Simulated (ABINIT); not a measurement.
Ge:

```xyz
2
Lattice="-2.4959 2.6509 1.4369 2.4959 -2.6509 1.4369 2.4959 2.6509 -1.4369" Properties=species:S:1:pos:R:3 pbc="T T T"
Ge    0.0000    1.3254    0.1841
Ge    2.4959    1.3254    1.2529
```

This isn't the form of Ge at room conditions, which is diamond.

- Program: ABINIT 10.8.3 (patched build)
- Task: relaxation of cell and atoms
- Functional: PBEsol
- Potentials or basis: PseudoDojo NC SR PBEsol v0.4.1 standard
- Cutoff: 1061 eV
- k mesh: 8 × 8 × 8
- Occupations: fermi-dirac, width 0.05 eV
- Spin: no spin polarisation

At the start: pressure -2.5 GPa; volume 19.01 Å³/atom.

Question: Where does the relaxation end?

Answer: Over 21 steps the energy falls by 10.2 meV/atom and the volume is 18.39 Å³/atom (-3.3 %); space group Imma (No. 74, to 0.05 Å).

The path:
```tsv
step	energy change (eV)	largest force (eV/Å)	pressure (GPa)	volume (Å³)
1	0.0000	0.0199	-2.55	38.03
2	-0.0045	0.0209	-2.01	37.73
3	-0.0124	0.0253	0.22	36.60
4	-0.0126	0.0249	0.15	36.64
5	-0.0134	0.0207	-0.08	36.75
6	-0.0134	0.0205	-0.02	36.73
7	-0.0134	0.0196	0.05	36.69
8	-0.0135	0.0177	0.12	36.66
9	-0.0136	0.0129	0.19	36.63
10	-0.0137	0.0062	0.19	36.62
11	-0.0138	0.0001	0.11	36.66
12	-0.0139	0.0029	-0.02	36.72
13	-0.0141	0.0038	-0.18	36.79
14	-0.0174	0.0025	-1.06	37.26
15	0.1587	0.1162	-5.05	40.48
16	-0.0180	0.0089	-1.15	37.32
17	-0.0183	0.0027	-0.90	37.18
18	-0.0190	0.0037	-0.71	37.10
19	-0.0203	0.0018	0.02	36.77
20	-0.0203	0.0002	0.00	36.78
21	-0.0203	0.0000	0.00	36.78
```

Final structure:
```yaml
crystal:
  lattice:
    - [-2.49625, 2.55155, 1.44372]
    - [2.49625, -2.55155, 1.44372]
    - [2.49625, 2.55155, -1.44372]
  atoms:
    - { symbol: Ge, position: [0.35301, 0.10301, 0.25000] }
    - { symbol: Ge, position: [0.64699, 0.89699, 0.75000] }
```
